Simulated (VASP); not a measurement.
Set up this calculation in VASP 6.6.1, as the native input.

```
Task                   : single point
Functional             : r2SCAN
Potentials or basis    : VASP PAW PBE potentials, release 64 (W_sv)
Cutoff                 : 520 eV
k mesh                 : 12 × 12 × 12
Occupations            : fermi-dirac, width 0.05 eV
Spin                   : no spin polarisation
Further INCAR settings : ALGO = Normal; EDIFF = 1e-06
```

The structure of W lies in POSCAR:

```
W
1.0
   -1.5823450000      1.5823450000      1.5823450000
    1.5823450000     -1.5823450000      1.5823450000
    1.5823450000      1.5823450000     -1.5823450000
W
1
Direct
    0.0000000000      0.0000000000      0.0000000000
```

The input as run:

INCAR

```
SYSTEM = W
ALGO = Normal ; EDIFF = 1E-6
ENCUT = 520 ; ISIF = 2
ISMEAR = -1 ; LASPH = .TRUE.
LCHARG = .TRUE. ; LELF = .TRUE.
LMIXTAU = .TRUE. ; LREAL = .FALSE.
LVHAR = .TRUE. ; LWAVE = .FALSE.
METAGGA = R2SCAN ; NELM = 60
PREC = Accurate ; SIGMA = 0.05
```

KPOINTS

```
k-points
0
G
  12 12 12
  0 0 0
```

Potentials or basis: VASP PAW PBE potentials, release 64 (W_sv).

Run with:

```sh
$ cat potpaw_PBE.64/W_sv/POTCAR > POTCAR
$ mpirun -np 1 vasp_std > vasp.out
```

Results of the run:

```
Pressure               : 2.8 GPa
Band gap on the k mesh : none (metal or under the smearing width)
```

Caveat: the PAW data sets were made with another functional, which shifts forces and pressure a little.

Run time: 33 s on 1 thread of AMD EPYC 9R45 96-Core Processor (Zen 5), with other jobs on the host, peak memory 0.11 GiB.
